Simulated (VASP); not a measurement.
Input of a VASP 6.6.1 run:

File INCAR:

```
  PREC = Accurate
  ENCUT = 520
  EDIFF = 1E-7
  ISMEAR = 0
  SIGMA = 0.1
  LREAL = F
  LASPH = T
  NELM = 80
  ALGO = Normal
  ISIF = 3
  LWAVE = F
  LCHARG = F
  GGA = PS
  IBRION = 2
  NSW = 80
  EDIFFG = -0.002
  PSTRESS = 1000
```

Contents of KPOINTS:

```
regular mesh
0
Gamma
  21 21 12
```

Contents of POSCAR:

```
Hf                                      
1.0
    2.7540728551      0.0000000000      0.0000000000
   -1.3770364275      2.3850970656      0.0000000000
    0.0000000000      0.0000000000      4.5591394833
  Hf            
     2
Direct
     0.3333333300000021    0.6666666699999979    0.2500000000000000
     0.6666666699999979    0.3333333300000021    0.7500000000000000
```

Potentials or basis: VASP PAW PBE potentials, release 64 (Hf_pv).

Command:

```sh
$ cat potpaw_PBE.64/Hf_pv/POTCAR > POTCAR
$ mpirun -np 1 vasp_std > vasp.out
```

Estimate the space group after relaxing (to 0.05 Å).

P6_3/mmc (No. 194).

Estimate the band gap on the k mesh.

none (metal or under the smearing width).

Final structure:
```cif
data_structure
_symmetry_space_group_name_H-M 'P 1'
_symmetry_Int_Tables_number 1
_cell_length_a 2.6757
_cell_length_b 2.6757
_cell_length_c 4.5040
_cell_angle_alpha 90.000
_cell_angle_beta 90.000
_cell_angle_gamma 120.000
_cell_volume 27.93
loop_
_atom_site_label
_atom_site_type_symbol
_atom_site_fract_x
_atom_site_fract_y
_atom_site_fract_z
_atom_site_occupancy
Hf1 Hf 0.33333 0.66667 0.25000 1
Hf2 Hf 0.66667 0.33333 0.75000 1
```

 The run has no spin-orbit coupling, so splittings on Hf are missing.
